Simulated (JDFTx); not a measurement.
The system is WC (Qusongite).

```
W C
1.0
     2.90650    0.00000    0.00000
    -1.45325    2.51710    0.00000
     0.00000    0.00000    2.83660
W C
1 1
Direct
  0.00000 0.00000 0.00000
  0.66667 0.33333 0.50000
```

Program: JDFTx 1.7.0 (patched build). Alike in all runs: task single point; level PBE+U; potentials or basis PseudoDojo-SR-PBE-0.5-standard with smoothed tails; no spin polarisation; cell as given; k mesh 10 × 10 × 9; cutoff (eV) 1116; smearing fermi-dirac 0.05 eV.

Task: Order these runs on this cell by their pressure, lowest first.
A. U W d U = 4 eV
B. U W d U = 1 eV
C. U W d U = 2 eV
D. U W d U = 3 eV
E. U W d U = 6 eV

Result: E (-11.0 GPa), A (-5.3 GPa), D (-2.5 GPa), C (0.3 GPa), B (3.1 GPa).

Caveats: U without spin polarisation on a metal has little footing; the U is typed as a test and isn't derived for this compound.
